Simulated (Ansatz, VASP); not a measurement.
## One calculation of Nb, two programs

INCAR

```
PREC = Accurate
ENCUT = 520
EDIFF = 1E-8
ISMEAR = -1
SIGMA = 0.08
LREAL = F
LASPH = T
NELM = 100
ALGO = Normal
ISIF = 2
LWAVE = F
LCHARG = F
GGA = PE
LEFG = T
NBANDS = 12
```

Contents of KPOINTS:

```
Automatic mesh
0
Gamma
  13 13 13
```

Contents of POSCAR:

```
Nb
1.0
    0.0634500000      2.1467250000      2.1467250000
    2.1467250000      0.0634500000      2.1467250000
    2.1467250000      2.1467250000      0.0634500000
Nb
1
Direct
    0.0000000000      0.0000000000      0.0000000000
```

Input for Ansatz:

```yaml
crystal:
  lattice:
    - [0.06345, 2.146725, 2.146725]
    - [2.146725, 0.06345, 2.146725]
    - [2.146725, 2.146725, 0.06345]
  atoms:
    - { symbol: Nb, position: [0.0, 0.0, 0.0] }
kpoints:
  mp_grid: { grid: [13, 13, 13] }
scf:
  occupations: { method: fermi_dirac, width: 0.08 }
hamiltonian:
  xc: pbe
  pseudopotentials: { kind: paw }
output:
  forces: true
  stress: true
  eigenvalues: true
  efg: { contact_densities: true }
```

Change from the starting cell: equal xy, yz and zx shear strains of +3 %, PAW files.

Alike in both runs: task electric field gradients; functional PBE; k mesh 13 × 13 × 13; occupations fermi-dirac, width 0.08 eV; no spin polarisation.

|  | VASP | Ansatz |
| --- | --- | --- |
| version | VASP 6.6.1 | Ansatz 0.2.0 |
| potentials or method | VASP PAW PBE potentials, release 64 (Nb_sv) | PAW with Ansatz's default frozen-core files, scalar-relativistic |
| plane-wave cutoff (eV) | 520 | 420 |
| valence electrons in the cell | 13 | 13 |

|  | VASP | Ansatz | Ansatz less VASP |
| --- | --- | --- | --- |
| pressure (GPa) | -1.5 | -1.1 | +0.31 |
| largest component of the traceless stress (GPa) | 0.99 | 1.01 | +0.026 |
| Vzz of the field gradient on the site that differs most (V/Å²) | -8.2 | -6.6 | +1.57 |

Ansatz warned: «gradients_without_spin_orbit».
